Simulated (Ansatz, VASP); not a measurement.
# Ba in VASP and in Ansatz

```
CELL_PARAMETERS angstrom
-2.51249 2.51249 2.51249
2.51249 -2.51249 2.51249
2.51249 2.51249 -2.51249
ATOMIC_POSITIONS crystal
Ba 0.00000 0.00000 0.00000
```

Alike in both runs: task single point; functional PBE; k mesh 3 × 3 × 3; occupations fermi-dirac, width 0.1 eV; no spin polarisation.

|  | VASP | Ansatz |
| --- | --- | --- |
| version | VASP 6.6.1 | Ansatz 0.2.0 |
| potentials or method | VASP PAW PBE potentials, release 64 (Ba_sv) | plane waves (420 eV) with PAW, scalar-relativistic |
| plane-wave cutoff (eV) | 520 | 420 |
| valence electrons in the cell | 10 | 10 |

VASP gave:

| Item | Value |
| --- | --- |
| pressure (GPa) | -0.4 |

Problem. What did Ansatz give for the same quantities?

Solution. Pressure (GPa): -0.5.

Caveats: the k mesh is coarse (spacing up to 0.59 Å⁻¹), so the values aren't converged. Spin-orbit coupling is left out, which matters for the levels of Ba.
